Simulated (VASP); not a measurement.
# Yb (Im-3m) in VASP: a series of runs

Runs on Yb. Level: r2SCAN. Tasks: single point.

All numbers are computed with VASP 6.6.1; they aren't measurements. Logs are shortened: lines on timing, memory, paths and dates and some standing lists are left out, and cuts for length are marked.

## (1) Starting point

It takes space group Im-3m (No. 229, cubic). Conventional cell: a = 3.537 Å, b = 3.537 Å, c = 3.537 Å, α = 90.00°, β = 90.00°, γ = 90.00°. Around Yb (site symmetry m-3m) lie 8 Yb at 3.06 Å.

The cell was built by a generator and needn't be a form met in nature.

## (2) Single point, r2SCAN

The input, POSCAR:

```
Yb
1.0
    1.7687315318      1.7687315318      1.7687315318
   -1.7687315318      1.7687315318      1.7687315318
   -1.7687315318     -1.7687315318      1.7687315318
Yb
1
Direct
    0.0000000000      0.0000000000      0.0000000000
```

The input, INCAR.step1:

```
  PREC = Accurate
  ENCUT = 520
  ISMEAR = 1
  SIGMA = 0.05
  LREAL = False
  LASPH = True
  NELM = 100
  NBANDS = 18
  GGA = PE
  ALGO = Normal
  EDIFF = 1E-4
  LWAVE = True
  LCHARG = False
```

The input, INCAR.step2:

```
  PREC = Accurate
  ENCUT = 520
  EDIFF = 1E-6
  ISMEAR = 1
  SIGMA = 0.05
  LREAL = False
  LASPH = True
  NELM = 100
  ALGO = Normal
  ISIF = 2
  LWAVE = False
  LCHARG = False
  METAGGA = R2SCAN
  LMIXTAU = True
  NBANDS = 18
  ISTART = 1
```

The input, KPOINTS:

```
Automatic mesh
0
Gamma
  7 7 7
```

Potentials or basis: VASP PAW PBE potentials, release 64 (Yb).

Command:

```bash
$ cat potpaw_PBE.64/Yb/POTCAR > POTCAR
$ cp INCAR.step1 INCAR
$ mpirun -np 1 vasp_std > vasp.out
$ cp INCAR.step2 INCAR
$ mpirun -np 1 vasp_std > vasp.out
```

OUTCAR:

```text
PREC = Accurate
   ENCUT = 520
   EDIFF = 1E-6
   ISMEAR = 1
   LREAL = False
   LASPH = True
   NELM = 100
   ISIF = 2
   METAGGA = R2SCAN
   ISTART = 1

 ion  position               nearest neighbor table
   1  0.000  0.000  0.000-

  LATTYP: Found a body centered cubic cell.
 ALAT       =     3.5374630636

  Lattice vectors:

 A1 = (   1.7687315318,  -1.7687315318,  -1.7687315318)
 A2 = (   1.7687315318,   1.7687315318,   1.7687315318)
 A3 = (  -1.7687315318,  -1.7687315318,   1.7687315318)

Analysis of symmetry for initial positions (statically):
=====================================================================
 Subroutine PRICEL returns:
 Original cell was already a primitive cell.

 Routine SETGRP: Setting up the symmetry group for a
 body centered cubic supercell.

 Subroutine GETGRP returns: Found 48 space group operations
 (whereof 48 operations were pure point group operations)
 out of a pool of 48 trial point group operations.

The static configuration has the point symmetry O_h .

Analysis of symmetry for dynamics (positions and initial velocities):
=====================================================================
 Subroutine PRICEL returns:
 Original cell was already a primitive cell.

 Routine SETGRP: Setting up the symmetry group for a
 body centered cubic supercell.

 Subroutine GETGRP returns: Found 48 space group operations
 (whereof 48 operations were pure point group operations)
 out of a pool of 48 trial point group operations.

The dynamic configuration has the point symmetry O_h .

 Subroutine INISYM returns: Found 48 space group operations
 (whereof 48 operations are pure point group operations),
 and found     1 'primitive' translations

----------------------------------------------------------------------------------------

                                     Primitive cell

  volume of cell :      22.1333

  direct lattice vectors                    reciprocal lattice vectors
     1.768731532  1.768731532  1.768731532     0.282688464  0.000000000  0.282688464
    -1.768731532  1.768731532  1.768731532    -0.282688464  0.282688464  0.000000000
    -1.768731532 -1.768731532  1.768731532     0.000000000 -0.282688464  0.282688464

  length of vectors
     3.063532878  3.063532878  3.063532878     0.399781860  0.399781860  0.399781860

  position of ions in fractional coordinates (direct lattice)
     0.000000000  0.000000000  0.000000000

  ion indices of the primitive-cell ions
   primitive index   ion index
                 1           1

----------------------------------------------------------------------------------------

 KPOINTS: Automatic mesh

Automatic generation of k-mesh.
 Grid dimensions read from file:
 generate k-points for:    7    7    7

 Generating k-lattice:

  Cartesian coordinates                     Fractional coordinates (reciprocal lattice)
     0.040384066  0.000000000  0.040384066     0.142857143  0.000000000  0.000000000
    -0.040384066  0.040384066  0.000000000     0.000000000  0.142857143  0.000000000
     0.000000000 -0.040384066  0.040384066     0.000000000  0.000000000  0.142857143

  Length of vectors
     0.057111694  0.057111694  0.057111694

  Shift w.r.t. Gamma in fractional coordinates (k-lattice)
     0.000000000  0.000000000  0.000000000

 Subroutine IBZKPT returns following result:
 ===========================================

 Found     20 irreducible k-points:

 Following reciprocal coordinates:
            Coordinates               Weight
  0.000000  0.000000  0.000000      1.000000
  0.142857  0.000000  0.000000     12.000000
  0.285714  0.000000  0.000000     12.000000
  0.428571  0.000000  0.000000     12.000000
  0.285714  0.142857  0.000000     24.000000
  0.428571  0.142857  0.000000     48.000000
[... 12 lines left out ...]
 -0.428571  0.428571  0.285714      8.000000
  0.428571  0.428571  0.428571      6.000000
   k-points           NKPTS =     20   k-points in BZ     NKDIM =     20   number of bands    NBANDS=     18
   number of dos      NEDOS =    301   number of ions     NIONS =      1
   total plane-waves  NPLWV =  13824
   dimension x,y,z NGX =    24 NGY =   24 NGZ =   24
   dimension x,y,z NGXF=    48 NGYF=   48 NGZF=   48
   ions per type =               1
   NGX,Y,Z   is equivalent  to a cutoff of  13.02, 13.02, 13.02 a.u.
   NGXF,Y,Z  is equivalent  to a cutoff of  26.05, 26.05, 26.05 a.u.
 SYSTEM =  unknown system
   PREC   = accura    normal or accurate (medium, high low for compatibility)
   ISTART =      1    job   : 0-new  1-cont  2-samecut
   ICHARG =      0    charge: 1-file 2-atom 10-const
   ISPIN  =      1    spin polarized calculation?
   LNONCOLLINEAR =      F non collinear calculations
   LSORBIT =      F    spin-orbit coupling
   LASPH  =      T    aspherical Exc in radial PAW
   ENCUT  =  520.0 eV  38.22 Ry    6.18 a.u.   5.70  5.70  5.70*2*pi/ulx,y,z
   NELM   =    100;   NELMIN=  2; NELMDL=  0     # of ELM steps
   EDIFF  = 0.1E-05   stopping-criterion for ELM
   LREAL  =      F    real-space projection
   EDIFFG = 0.1E-04   stopping-criterion for IOM
   NSW    =      0    number of steps for IOM
   IBRION =     -1    ionic relax: 0-MD 1-quasi-New 2-CG
   NFREE  =      0    steps in history (QN), initial steepest desc. (CG)
   ISIF   =      2    stress and relaxation
   ISYM   =      2    0-nonsym 1-usesym 2-fastsym
   POTIM  = 0.5000    time-step for ionic-motion
   TEBEG  =    0.0;   TEEND  =   0.0 temperature during run
   PSTRESS=    0.0 pullay stress
   NELECT =      24.0000    total number of electrons
   NUPDOWN=      -1.0000    fix difference up-down
   EMIN   =  10.00;   EMAX   =-10.00  energy-range for DOS
   EFERMI =   0.00;   METHOD = LEGACY
   ISMEAR =     1;   SIGMA  =   0.05  broadening in eV -4-tet -1-fermi 0-gaus
   EFERMI_NEDOS =   21; number of points for ismear=-14 and -15
   IALGO  =     38    algorithm
   IMIX   =      4    mixing-type and parameters
     AMIX     =   0.40;   BMIX     =  1.00
     AMIX_MAG =   1.60;   BMIX_MAG =  1.00
  volume/ion in A,a.u.               =      22.13       149.36
  Fermi-wavevector in a.u.,A,eV,Ry     =   1.681886  3.178304 38.487370  2.828742
  Thomas-Fermi vector in A             =   2.765364
   LORBIT       =      0    0 simple, 1 ext, 2 COOP (PROOUT), +10 PAW based schemes
   METAGGA = R2SCAN    functional components
   LHFCALC =     F    Hartree Fock is set to
   AEXX    =    0.0000 exact exchange contribution
   IVDW    =     0    specifies the selected vdW correction
   LEPSILON=     F    determine dielectric tensor
   LRPA    =     F    only Hartree local field effects (RPA)
 non-spin polarized calculation
 Methfessel and Paxton  Order N= 1 SIGMA  =   0.05
  energy-cutoff  :      520.00
  volume of cell :       22.13
 maximum number of plane-waves:       603
   NGX = 11   NGY = 11   NGZ = 11

 number of electron      23.9999991 magnetization

 Free energy of the ion-electron system (eV)
  ---------------------------------------------------
  ext. energy  EPLUGINS =         0.00000000
  ---------------------------------------------------
  free energy    TOTEN  =       -35.03884629 eV

  energy without entropy =      -35.03860812  energy(sigma->0) =      -35.03876690

 E-fermi :   3.1421     XC(G=0): -12.7598

 val. band max:        3.1279047332   @ k =  -0.4286   0.2857   0.0000
 cond. band min:       3.2407676151   @ k =   0.4286   0.2857   0.2857
 fundamental gap:      0.1128628819
 Fermi energy:         3.1421075594

 k-point     1 :       0.0000    0.0000    0.0000
  band No.  band energies     occupation
      1     -49.8806      2.00000
      2     -20.8509      2.00000
      3     -20.8509      2.00000
      4     -20.8509      2.00000
      5      -2.8565      2.00000
      6       2.5079      2.00000
[... 10 lines left out ...]
     17       9.8504      0.00000
     18      17.5247      0.00000

 k-point     2 :       0.1429    0.0000    0.0000
  band No.  band energies     occupation
      1     -49.8514      2.00000
      2     -21.1651      2.00000
      3     -20.9382      2.00000
      4     -20.8557      2.00000
      5      -1.9974      2.00000
      6       2.4989      2.00000
[... 10 lines left out ...]
     17       9.8695      0.00000
     18      18.3535      0.00000

 k-point     3 :       0.2857    0.0000    0.0000
  band No.  band energies     occupation
      1     -49.7852      2.00000
      2     -21.8136      2.00000
      3     -21.1291      2.00000
      4     -20.8666      2.00000
      5      -0.1305      2.00000
      6       2.5165      2.00000
[... 10 lines left out ...]
     17      10.4655      0.00000
     18      17.8071      0.00000

 k-point     4 :       0.4286    0.0000    0.0000
  band No.  band energies     occupation
      1     -49.7316      2.00000
      2     -22.2876      2.00000
      3     -21.2773      2.00000
      4     -20.8757      2.00000
      5       0.8064      2.00000
      6       2.4967      2.00000
[... 10 lines left out ...]
     17      13.7156      0.00000
     18      15.2983      0.00000

 k-point     5 :       0.2857    0.1429    0.0000
  band No.  band energies     occupation
      1     -49.8037      2.00000
      2     -21.6075      2.00000
      3     -21.0537      2.00000
      4     -20.9248      2.00000
      5      -0.5608      2.00000
      6       2.4782      2.00000
[... 10 lines left out ...]
     17      10.6129      0.00000
     18      19.3923      0.00000

 k-point     6 :       0.4286    0.1429    0.0000
  band No.  band energies     occupation
      1     -49.7436      2.00000
      2     -22.0706      2.00000
      3     -21.2950      2.00000
      4     -20.9592      2.00000
      5       1.1095      2.00000
      6       2.4861      2.00000
[... 223 lines left out ...]
 k-point    17 :       0.2857    0.2857    0.2857
  band No.  band energies     occupation
      1     -49.7075      2.00000
      2     -21.7790      2.00000
      3     -21.4431      2.00000
      4     -21.4431      2.00000
      5       1.8024      2.00000
      6       2.1822      2.00000
[... 10 lines left out ...]
     17      10.5739      0.00000
     18      18.5218      0.00000

 k-point    18 :       0.4286    0.2857    0.2857
  band No.  band energies     occupation
      1     -49.6639      2.00000
      2     -22.0003      2.00000
      3     -21.6091      2.00000
      4     -21.4884      2.00000
      5       1.9004      2.00000
      6       2.2268      2.00000
[... 10 lines left out ...]
     17      12.8999      0.00000
     18      17.5050      0.00000

 k-point    19 :      -0.4286    0.4286    0.2857
  band No.  band energies     occupation
      1     -49.6440      2.00000
      2     -21.8820      2.00000
      3     -21.8820      2.00000
      4     -21.5119      2.00000
      5       1.8723      2.00000
      6       1.8723      2.00000
[... 10 lines left out ...]
     17      15.2087      0.00000
     18      15.9621      0.00000

 k-point    20 :       0.4286    0.4286    0.4286
  band No.  band energies     occupation
      1     -49.6260      2.00000
      2     -21.8491      2.00000
      3     -21.7842      2.00000
      4     -21.7842      2.00000
      5       1.3860      2.00000
      6       1.5211      2.00000
[... 10 lines left out ...]
     17      12.9042      0.00000
     18      15.9725      0.00000

------------------------ aborting loop because EDIFF is reached ----------------------------------------

  FORCE on cell =-STRESS in cart. coord.  units (eV):
  Direction    XX          YY          ZZ          XY          YZ          ZX
  --------------------------------------------------------------------------------------
  -------------------------------------------------------------------------------------
  Total        2.8051916      2.8051916      2.8051916      0.0000000      0.0000000      0.0000000
  in kB      203.0613945    203.0613945    203.0613945      0.0000000      0.0000000      0.0000000
  external PRESSURE =     203.0613945 kB  Pullay stress =       0.0000000 kB

 VOLUME and BASIS-vectors are now :
 -----------------------------------------------------------------------------
  energy-cutoff  :      520.00
  volume of cell :       22.13
      direct lattice vectors                 reciprocal lattice vectors
     1.768731532  1.768731532  1.768731532     0.282688464  0.000000000  0.282688464
    -1.768731532  1.768731532  1.768731532    -0.282688464  0.282688464  0.000000000
    -1.768731532 -1.768731532  1.768731532     0.000000000 -0.282688464  0.282688464

 POSITION                                       TOTAL-FORCE (eV/Angst)
 -----------------------------------------------------------------------------------
      0.00000      0.00000      0.00000        -0.000000      0.000000      0.000000
 -----------------------------------------------------------------------------------
    total drift:                                0.000000     -0.000000      0.000000

  FREE ENERGIE OF THE ION-ELECTRON SYSTEM (eV)
  ---------------------------------------------------
  free  energy   TOTEN  =       -35.0388462906 eV

  energy  without entropy=      -35.0386081186  energy(sigma->0) =      -35.03876690
```

It took 18 s on 1 thread of Intel Xeon 6975P-C (Granite Rapids), shared host; peak memory 0.15 GiB.

What came out:

```
Free energy            : -35.0388 eV
Pressure               : 20.3 GPa
Band gap on the k mesh : none (metal or under the smearing width)
```

Caveat: so large a pressure means that the cell lies far from this level's equilibrium, or that cutoff or potentials fall short; the potentials were made for another functional, which shifts forces and pressure. Spin polarisation is off, so any magnetic state and its effect on volume and gap are missing.

## (3) Single point, r2SCAN

This run uses another cell than the first one, of 25.69 Å³/atom, 1.161 times its volume.

The input, POSCAR:

```
Yb
1.0
    1.8587842711      1.8587842711      1.8587842711
   -1.8587842711      1.8587842711      1.8587842711
   -1.8587842711     -1.8587842711      1.8587842711
Yb
1
Direct
    0.0000000000      0.0000000000      0.0000000000
```

The input, INCAR.step1:

```
  PREC = Accurate
  ENCUT = 520
  ISMEAR = 1
  SIGMA = 0.05
  LREAL = F
  LASPH = T
  NELM = 100
  NBANDS = 18
  GGA = PE
  ALGO = Normal
  EDIFF = 1E-4
  LWAVE = T
  LCHARG = F
```

The input, INCAR.step2:

```
  PREC = Accurate
  ENCUT = 520
  EDIFF = 1E-6
  ISMEAR = 1
  SIGMA = 0.05
  LREAL = F
  LASPH = T
  NELM = 100
  ALGO = Normal
  ISIF = 2
  LWAVE = F
  LCHARG = F
  METAGGA = R2SCAN
  LMIXTAU = T
  NBANDS = 18
  ISTART = 1
```

The input, KPOINTS:

```
regular mesh
0
Gamma
  7 7 7
```

Potentials or basis: VASP PAW PBE potentials, release 64 (Yb).

Command:

```bash
$ cat potpaw_PBE.64/Yb/POTCAR > POTCAR
$ cp INCAR.step1 INCAR
$ mpirun -np 1 vasp_std > vasp.out
$ cp INCAR.step2 INCAR
$ mpirun -np 1 vasp_std > vasp.out
```

Wall time 22 s (1 thread of Intel Xeon 6975P-C (Granite Rapids), shared host); peak memory 0.15 GiB.

The run converged. Its results:

| Property | Result |
| --- | --- |
| Free energy | -35.3631 eV |
| Pressure | 9.9 GPa |
| Band gap on the k mesh | none (metal or under the smearing width) |

Levels at points of the mesh, in eV from the Fermi level:
```tsv
k point	band 9	band 10	band 11	band 12	band 13	band 14	band 15	band 16
(0.00, 0.00, 0.00)	-0.29	-0.29	-0.29	-0.27	3.78	3.78	3.78	6.25
```

Caveat: the PAW data sets were made with another functional, which shifts forces and pressure a little. Spin polarisation is off, so any magnetic state and its effect on volume and gap are missing.
